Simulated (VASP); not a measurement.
# VASP inputs for Si (diamond)

INCAR

```
LCHARG = .FALSE.
NSW = 0
LWAVE = .FALSE.
IBRION = -1
NBANDS = 11
NELM = 120
LREAL = .FALSE.
ISIF = 2
LASPH = .TRUE.
PREC = Accurate
ISMEAR = 0
ENCUT = 520
GGA = PE
LEPSILON = .TRUE.
SIGMA = 0.01
EDIFF = 1E-8
```

KPOINTS

```
KPOINTS created by Atomic Simulation Environment
0
Gamma
10 10 10
0 0 0
```

POSCAR

```
Si
 1.0000000000000000
     0.0000000000000000    2.7221188960354810    2.7221188960354810
     2.7221188960354810   -0.0000000000000000    2.7221188960354810
     2.7221188960354810    2.7221188960354810   -0.0000000000000000
 Si
   2
Cartesian
 -0.0000000000000000  0.0000000000000000 -0.0000000000000000
  1.3610594480177407  1.3610594480177407  1.3610594480177407
```

VASP ran with the recommended PBE PAW datasets (8 valence electrons in the cell).

Question: What does this run give?

Answer: ε∞ with local fields (xx, yy, zz) 13.32, 13.32, 13.32; mean Born charge by atom, in the order of the cell 0.00, 0.00 e.
